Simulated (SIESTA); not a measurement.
## CaF2 (Fluorite) under changes of volume

One of the cells (13.579 Å³/atom); the others are scaled copies at fixed shape and fractional positions:

```
Ca F
1.0
     0.00000    2.73100    2.73100
     2.73100    0.00000    2.73100
     2.73100    2.73100    0.00000
Ca F
1 2
Direct
  0.00000 0.00000 0.00000
  0.75000 0.75000 0.75000
  0.25000 0.25000 0.25000
```

| Property | Result |
| --- | --- |
| Program | SIESTA 5.4.2 |
| Functional | LDA |
| Potentials or basis | PseudoDojo 0.4 standard (LDA files) |
| Basis | DZP (energy shift 0.003 Ry; two zetas on semicore shells; d shell added on Ca) |
| Grid cutoff | 800 Ry |
| Energy shift | 0.003 Ry |
| k mesh | 8 × 8 × 8 |
| Occupations | fermi-dirac, width 0.05 eV |
| Spin | no spin polarisation |

```tsv
volume (Å³/atom)	energy over the lowest point (meV/atom)	pressure (GPa)	gap on the mesh (eV)
12.764	0.00	-1.1	7.34
13.036	?	?	?
13.308	10.12	-4.8	7.08
13.579	19.69	-6.4	6.95
13.851	31.73	-7.8	6.84
14.122	45.96	-9.0	6.72
14.394	62.20	-10.1	6.61
```

Question: What does the run at 13.036 Å³/atom give?

Answer: Energy over the lowest point 3.49 meV/atom; pressure -3.0 GPa; gap on the mesh 7.21 eV.

Worked out: A Birch-Murnaghan fit of order 3 (a polynomial in V^(-2/3)) to the other rows has its minimum at 12.64 Å³/atom, just outside them, with B0 = V·E''(V) = 107 GPa and B' = 5.0. It gives 3.44 meV/atom at 13.036 Å³/atom, against the run's 3.49, and -dE/dV = -3.0 GPa, against -3.0. A straight line through the other rows of the gap, of slope -6.07 eV per unit of ln V, gives 7.21 eV, against the run's 7.21.

Energies are extrapolated to zero smearing.

Caveats: the basis of atomic orbitals isn't converged, which shifts pressures, moduli and gaps.

A mesh can miss the band edges.
